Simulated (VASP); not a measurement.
# CdTe (F-43m) in VASP: notebook

Runs on CdTe. Level: LDA. Tasks: single point.

Program: VASP 6.6.1. These are calculated values, not measurements. Logs are shortened: lines on timing, memory, paths and dates and some standing lists are left out, and cuts for length are marked.

### Step 1. The undisturbed crystal

The structure is cubic, space group F-43m (No. 216). Conventional cell: a = 6.410 Å, b = 6.410 Å, c = 6.410 Å, α = 90.00°, β = 90.00°, γ = 90.00°. Around Te (site symmetry -43m) lie 4 Cd at 2.78 Å. Cd (site symmetry -43m) is surrounded by 4 Te at 2.78 Å.

### Step 2. Single point, LDA (grid = ENCUT=400 dk=1.6 cell=2x2x1 ISMEAR=0 SIGMA=0.05 LREAL=Auto EDIFF=1e-06)

Input file INCAR:

```
PREC = Accurate ; ENCUT = 400
EDIFF = 1E-6 ; ISMEAR = 0
SIGMA = 0.05 ; LREAL = Auto
LASPH = T ; NELM = 120
ALGO = Fast ; ISIF = 2
LWAVE = F ; LCHARG = F
NBANDS = 44
```

Input file KPOINTS:

```
regular mesh
0
Gamma
  2 2 2
```

Input file POSCAR:

```
CdTe
1.0
    0.0000000000      6.4100000000      6.4100000000
    6.4100000000      0.0000000000      6.4100000000
    3.2050000000      3.2050000000      0.0000000000
Cd Te
4 4
Direct
    0.3750000000      0.3750000000      0.7500000000
    0.0000000000      0.0000000000      0.0000000000
    0.5000000000      0.0000000000      0.0000000000
    0.5000000000      0.5000000000      0.0000000000
    0.3750000000      0.8750000000      0.7500000000
    0.8750000000      0.3750000000      0.7500000000
    0.8750000000      0.8750000000      0.7500000000
    0.0000000000      0.5000000000      0.0000000000
```

Potentials or basis: VASP PAW LDA potentials, release 64 (Cd, Te).

Launch:

```console
> cat potpaw_LDA.64/Cd/POTCAR potpaw_LDA.64/Te/POTCAR > POTCAR
> mpirun -np 1 vasp_std > vasp.out
```

OUTCAR:

```text
PREC = Accurate
   ENCUT = 400
   EDIFF = 1E-6
   ISMEAR = 0
   LREAL = Auto
   LASPH = T
   NELM = 120
   ISIF = 2

 Found      8 irreducible k-points:

 Following reciprocal coordinates:
            Coordinates               Weight
  0.000000  0.000000  0.000000      1.000000
  0.500000  0.000000  0.000000      1.000000
  0.000000  0.500000  0.000000      1.000000
  0.500000  0.500000  0.000000      1.000000
  0.000000  0.000000  0.500000      1.000000
  0.500000  0.000000  0.500000      1.000000
   k-points           NKPTS =      8   k-points in BZ     NKDIM =      8   number of bands    NBANDS=     44
   number of dos      NEDOS =    301   number of ions     NIONS =      8
   total plane-waves  NPLWV = 108000
   dimension x,y,z NGX =    60 NGY =   60 NGZ =   30
   dimension x,y,z NGXF=   120 NGYF=  120 NGZF=   60
   ions per type =               4   4
   NGX,Y,Z   is equivalent  to a cutoff of  11.00, 11.00, 11.00 a.u.
   NGXF,Y,Z  is equivalent  to a cutoff of  22.01, 22.01, 22.01 a.u.
 SYSTEM =  unknown system
   PREC   = accura    normal or accurate (medium, high low for compatibility)
   ISTART =      0    job   : 0-new  1-cont  2-samecut
   ICHARG =      2    charge: 1-file 2-atom 10-const
   ISPIN  =      1    spin polarized calculation?
   LNONCOLLINEAR =      F non collinear calculations
   LSORBIT =      F    spin-orbit coupling
   LASPH  =      T    aspherical Exc in radial PAW
   ENCUT  =  400.0 eV  29.40 Ry    5.42 a.u.  14.78 14.78  7.39*2*pi/ulx,y,z
   NELM   =    120;   NELMIN=  2; NELMDL= -5     # of ELM steps
   EDIFF  = 0.1E-05   stopping-criterion for ELM
   LREAL  =      T    real-space projection
   EDIFFG = 0.1E-04   stopping-criterion for IOM
   NSW    =      0    number of steps for IOM
   IBRION =     -1    ionic relax: 0-MD 1-quasi-New 2-CG
   NFREE  =      0    steps in history (QN), initial steepest desc. (CG)
   ISIF   =      2    stress and relaxation
   ISYM   =      2    0-nonsym 1-usesym 2-fastsym
   POTIM  = 0.5000    time-step for ionic-motion
   TEBEG  =    0.0;   TEEND  =   0.0 temperature during run
   PSTRESS=    0.0 pullay stress
   NELECT =      72.0000    total number of electrons
   NUPDOWN=      -1.0000    fix difference up-down
   EMIN   =  10.00;   EMAX   =-10.00  energy-range for DOS
   EFERMI =   0.00;   METHOD = LEGACY
   ISMEAR =     0;   SIGMA  =   0.05  broadening in eV -4-tet -1-fermi 0-gaus
   EFERMI_NEDOS =   21; number of points for ismear=-14 and -15
   IALGO  =     68    algorithm
   IMIX   =      4    mixing-type and parameters
     AMIX     =   0.40;   BMIX     =  1.00
     AMIX_MAG =   1.60;   BMIX_MAG =  1.00
  volume/ion in A,a.u.               =      32.92       222.17
  Fermi-wavevector in a.u.,A,eV,Ry     =   1.062497  2.007828 15.359610  1.128899
  Thomas-Fermi vector in A             =   2.197950
   LORBIT       =      0    0 simple, 1 ext, 2 COOP (PROOUT), +10 PAW based schemes
   GGA     = CA    functional components
   LHFCALC =     F    Hartree Fock is set to
   AEXX    =    0.0000 exact exchange contribution
   IVDW    =     0    specifies the selected vdW correction
   LEPSILON=     F    determine dielectric tensor
   LRPA    =     F    only Hartree local field effects (RPA)
 non-spin polarized calculation
 RMM-DIIS sequential band-by-band and
 Gauss-broadening in eV      SIGMA  =   0.05
  energy-cutoff  :      400.00
  volume of cell :      263.37
 maximum number of plane-waves:      4822
 NGX is ok and might be reduce to    60
   NGX = 29   NGY = 29   NGZ = 15

 number of electron      72.0000043 magnetization

 Free energy of the ion-electron system (eV)
  ---------------------------------------------------
  ext. energy  EPLUGINS =         0.00000000
  ---------------------------------------------------
  free energy    TOTEN  =       -20.29049909 eV

  energy without entropy =      -20.28389165  energy(sigma->0) =      -20.28719537

 E-fermi :   3.3003     XC(G=0):  -9.1161

 val. band max:        3.2839402671   @ k =   0.0000   0.0000   0.5000
 cond. band min:       3.3181115916   @ k =   0.5000   0.5000   0.5000
 fundamental gap:      0.0341713246
 Fermi energy:         3.3002824346

 k-point     1 :       0.0000    0.0000    0.0000
  band No.  band energies     occupation
      1     -10.7757      2.00000
      2      -8.8838      2.00000
      3      -8.3504      2.00000
      4      -7.2970      2.00000
      5      -5.9484      2.00000
      6      -5.8636      2.00000
[... 36 lines left out ...]
     43       6.3077      0.00000
     44       7.2275      0.00000

 k-point     2 :       0.5000    0.0000    0.0000
  band No.  band energies     occupation
      1     -10.7652      2.00000
      2      -8.8700      2.00000
      3      -8.3659      2.00000
      4      -7.3370      2.00000
      5      -5.9418      2.00000
      6      -5.8724      2.00000
[... 36 lines left out ...]
     43       7.0511      0.00000
     44       7.4849      0.00000

 k-point     3 :       0.0000    0.5000    0.0000
  band No.  band energies     occupation
      1     -10.7355      2.00000
      2      -9.0233      2.00000
      3      -8.3373      2.00000
      4      -7.2753      2.00000
      5      -5.9500      2.00000
      6      -5.8642      2.00000
[... 36 lines left out ...]
     43       6.9121      0.00000
     44       7.4882      0.00000

 k-point     4 :       0.5000    0.5000    0.0000
  band No.  band energies     occupation
      1     -10.7305      2.00000
      2      -9.0016      2.00000
      3      -8.3585      2.00000
      4      -7.2948      2.00000
      5      -5.9438      2.00000
      6      -5.8593      2.00000
[... 36 lines left out ...]
     43       6.5962      0.00000
     44       7.4113      0.00000

 k-point     5 :       0.0000    0.0000    0.5000
  band No.  band energies     occupation
      1      -9.7900      2.00000
      2      -9.1435      2.00000
      3      -8.2144      2.00000
      4      -8.1732      2.00000
      5      -5.8615      2.00000
      6      -5.8520      2.00000
[... 36 lines left out ...]
     43       5.9649      0.00000
     44       6.6699      0.00000

 k-point     6 :       0.5000    0.0000    0.5000
  band No.  band energies     occupation
      1      -9.7875      2.00000
      2      -9.1416      2.00000
      3      -8.2209      2.00000
      4      -8.1868      2.00000
      5      -5.8549      2.00000
      6      -5.8485      2.00000
[... 36 lines left out ...]
     43       7.0509      0.00000
     44       7.4952      0.00000

 [... further k-points ...]

------------------------ aborting loop because EDIFF is reached ----------------------------------------

  FORCE on cell =-STRESS in cart. coord.  units (eV):
  Direction    XX          YY          ZZ          XY          YZ          ZX
  --------------------------------------------------------------------------------------
  -------------------------------------------------------------------------------------
  Total        4.5649715      4.5649715      3.9026532     -0.9017133     -0.5354531      0.5354531
  in kB       27.7699158     27.7699158     23.7408601     -5.4853577     -3.2573011      3.2573011
  external PRESSURE =      26.4268972 kB  Pullay stress =       0.0000000 kB

 VOLUME and BASIS-vectors are now :
 -----------------------------------------------------------------------------
  energy-cutoff  :      400.00
  volume of cell :      263.37
      direct lattice vectors                 reciprocal lattice vectors
     0.000000000  6.410000000  6.410000000    -0.078003120  0.078003120  0.078003120
     6.410000000  0.000000000  6.410000000     0.078003120 -0.078003120  0.078003120
     3.205000000  3.205000000  0.000000000     0.156006240  0.156006240 -0.156006240

 POSITION                                       TOTAL-FORCE (eV/Angst)
 -----------------------------------------------------------------------------------
      4.80750      4.80750      4.80750        -0.333612      0.333612      0.542188
      0.00000      0.00000      0.00000        -0.142955      0.142955      0.243672
      0.00000      3.20500      3.20500         0.244048     -0.244048      0.132553
      3.20500      3.20500      6.41000         0.226503     -0.226503     -0.758577
      8.01250      4.80750      8.01250         0.018595     -0.018595      0.006748
      4.80750      8.01250      8.01250        -0.129634      0.129634      0.277889
      8.01250      8.01250     11.21750         0.637561     -0.637561      0.751287
      3.20500      0.00000      3.20500        -0.520505      0.520505     -1.195759
 -----------------------------------------------------------------------------------
    total drift:                               -0.000748      0.000746      0.001307

  FREE ENERGIE OF THE ION-ELECTRON SYSTEM (eV)
  ---------------------------------------------------
  free  energy   TOTEN  =       -20.2904990945 eV

  energy  without entropy=      -20.2838916520  energy(sigma->0) =      -20.28719537
```

Wall time 94 s (1 thread of AMD EPYC 7R43 (Zen 3), shared host); peak memory 0.22 GiB.

These settings aren't checked as converged: the numbers below hold their error.

Results:

```yaml
Free_energy: -20.2905 eV
Pressure: 2.6 GPa
Largest_force: 1.404 eV/Å
Band_gap_on_the_k_mesh: none (metal or under the smearing width)
```

Caveat: the k mesh is coarse (spacing up to 0.85 Å⁻¹), so the values aren't converged.

### Step 3. Single point, LDA (grid = ENCUT=400 dk=0.9 cell=2x2x1 ISMEAR=0 SIGMA=0.05 LREAL=Auto EDIFF=1e-06)

INCAR is that of step 2.

KPOINTS is that of step 2.

POSCAR is that of step 2.

Potentials or basis: VASP PAW LDA potentials, release 64 (Cd, Te).

Launch:

```console
> cat potpaw_LDA.64/Cd/POTCAR potpaw_LDA.64/Te/POTCAR > POTCAR
> mpirun -np 1 vasp_std > vasp.out
```

Run time: 86 s. Hardware: 1 thread of AMD EPYC 7R43 (Zen 3), shared host; peak memory 0.22 GiB.

The run converged, but some of its settings lie outside the range that counts as converged, so its numbers aren't taken as properties of the crystal.

What came out:

```yaml
Free_energy: -20.2905 eV
Pressure: 2.6 GPa
Largest_force: 1.404 eV/Å
Band_gap_on_the_k_mesh: none (metal or under the smearing width)
```

Caveat: the k mesh is coarse (spacing up to 0.85 Å⁻¹), so the values aren't converged.

(Part 1 of 2 ends here.)
